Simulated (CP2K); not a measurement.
Runs of CP2K 2026.2 on TiSi2. The structure is orthorhombic, space group Fddd (No. 70). The conventional cell has a = 4.779 Å, b = 8.235 Å, c = 8.526 Å, α = 90.00°, β = 90.00°, γ = 90.00°. Ti (site symmetry 222) is surrounded by 10 Si at 2.55 to 2.78 Å. Si (site symmetry 2) has 5 Si at 2.52 to 2.79 Å and 5 Ti at 2.55 to 2.78 Å as nearest neighbours. The cell is a database's computed one.

```tsv
potentials or basis	quickstep method	MIXING ALPHA	ADDED_MOS	CUTOFF of the grids	gap on the mesh (eV)	pressure (GPa)	largest force (eV/Å)
GTH_POTENTIALS Ti GTH-PBE-q12, Si GTH-PBE-q4; DZVP-MOLOPT-SR-GTH basis	GPW	0.4	[24]	450 Ry	none	2.6	(d)
POTENTIAL_UZH Ti GTH-PBE-q12, Si GTH-PBE-q4; DZVP-MOLOPT-PBE-GTH basis	GPW	0.4	[24]	450 Ry	none	1.6	0.04
POTENTIAL_UZH Ti GTH-PBE-q12, Si GTH-PBE-q4; TZVP-MOLOPT-PBE-GTH basis	GPW	0.4	[24]	450 Ry	none	(a)	0.03
GTH_POTENTIALS Ti GTH-PBE-q12, Si GTH-PBE-q4; TZVP-MOLOPT-SR-GTH, TZVP-MOLOPT-GTH basis	GPW	0.4	[24]	450 Ry	none	2.0	0.04
all electrons (GAPW); pob-TZVP-rev2 basis	GAPW	0.2	[24]	500 Ry	none	2.6	0.14
all electrons (GAPW); pob-DZVP-rev2 basis	GAPW	0.2	[24]	500 Ry	none	2.3	(b)
GTH_POTENTIALS Ti GTH-PBE-q12, Si GTH-PBE-q4; SZV-MOLOPT-SR-GTH basis	GPW	0.4	[16]	450 Ry	none	16.5	0.16
POTENTIAL_UZH Ti GTH-PBE-q12, Si GTH-PBE-q4; ccGRB-D basis	GPW	0.4	[24]	450 Ry	none	5.2	0.07
POTENTIAL_UZH Ti GTH-PBE-q12, Si GTH-PBE-q4; TZV2P-MOLOPT-PBE-GTH basis	GPW	0.4	[24]	450 Ry	none	(c)	0.01
```

Alike in all rows: task single point; level PBE; no spin polarisation; cell as given; k mesh 7 × 7 × 7; smearing fermi-dirac 0.05 eV.

**Question.** Estimate the missing entries.

**Answer.** (a) 1.9; (b) 0.09; (c) 1.7; (d) 0.02.

Caveats: the basis of atomic orbitals isn't converged, which shifts pressures, moduli and gaps; all-electron without relativistic terms, which shifts volumes and levels from the 3d row on (some runs); a minimal basis gives rough bond lengths, pressures and levels (some runs).

A gap of «none» marks a metal or a gap under the smearing width.

The runs don't all hold the same shells in valence.
